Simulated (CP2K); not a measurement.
TiO2:

```xyz
9
Lattice="5.2910 0.0000 0.0000 -2.6455 4.5821 0.0000 0.0000 0.0000 6.1330" Properties=species:S:1:pos:R:3 pbc="T T T"
Ti   -0.2381    4.5698    2.0481
Ti   -1.1878    2.0634    4.0925
Ti    1.4577    2.4941    0.0038
O     1.2725    1.4868    1.2881
O     3.4206    0.4688    3.3667
O     3.1799    2.7003    5.4111
O     0.5344    1.8572    4.8182
O    -1.2778    3.1814    2.7739
O     0.7751    4.0887    0.7295
```

The cell comes from a database or a generator and needn't be the stable form of this composition.

The cell isn't the ideal one: atom 4 moved 0.15 Å.

Base run:

- Program: CP2K 2026.2
- Functional: LDA
- Potentials or basis: POTENTIAL_UZH Ti GTH-PBE-q12, O GTH-PBE-q6; DZVP-MOLOPT-PBE-GTH basis
- Density cutoff: 11565 eV
- k mesh: 5 × 5 × 4
- Occupations: fermi-dirac, width 0.05 eV
- Spin: no spin polarisation

Its results: band gap on the k mesh 3.66 eV, indirect (least direct gap 3.82 eV); pressure 3.3 GPa; largest force 5.955 eV/Å.

Q: After a change of settings the same cell gave: band gap on the k mesh 3.64 eV, indirect (least direct gap 3.79 eV); pressure 12.4 GPa; largest force 6.752 eV/Å. Which change was it?
A. functional from LDA to PBEsol
B. functional from LDA to vdW-DF2
C. functional from LDA to TPSS
D. functional from LDA to rev-vdW-DF2

A: B.

Caveats: the potentials were made for another functional, which shifts forces and pressure; an odd mesh through Γ misses points on the zone boundary, where band edges often lie; the basis of atomic orbitals isn't converged, which shifts pressures, moduli and gaps.

Runs at the PBE level aren't shown here.
